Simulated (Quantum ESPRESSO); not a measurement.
GaSb under changes of volume

One of the cells (24.084 Å³/atom); the others are scaled copies at fixed shape and fractional positions:

```xyz
2
Lattice="-1.5559 2.6750 2.8933 1.5559 -2.6750 2.8933 1.5559 2.6750 -2.8933" Properties=species:S:1:pos:R:3 pbc="T T T"
Sb    0.0000    0.0000    2.8933
Ga    0.0000    0.0000    0.0000
```

Measurements of this composition are mostly on another form, of space group No. 216.

- Program: Quantum ESPRESSO 7.5
- Functional: PBEsol
- Potentials or basis: GBRV 1.5 PBEsol
- Cutoff: 762 eV
- Density cutoff: 6095 eV
- k mesh: 10 × 10 × 10
- Occupations: fermi-dirac, width 0.05 eV
- Spin: no spin polarisation

```csv
volume (Å³/atom),energy over the lowest point (meV/atom),pressure (GPa)
22.639,0.00,0.4
23.121,0.65,-0.9
23.602,5.01,-2.0
24.084,12.63,-3.1
24.566,23.14,-4.0
25.048,?,?
25.529,51.44,-5.4
```

Task: What does the run at 25.048 Å³/atom give?

Result: Energy over the lowest point 36.18 meV/atom; pressure -4.7 GPa.

Worked out: A Birch-Murnaghan fit of order 3 (a polynomial in V^(-2/3)) to the other rows has its minimum at 22.80 Å³/atom with B0 = V·E''(V) = 63 GPa and B' = 5.0 at fixed shape and positions, which overstates the stiffness. It gives 36.19 meV/atom at 25.048 Å³/atom, against the run's 36.18, and -dE/dV = -4.7 GPa, against -4.7.

Energies are extrapolated to zero smearing.
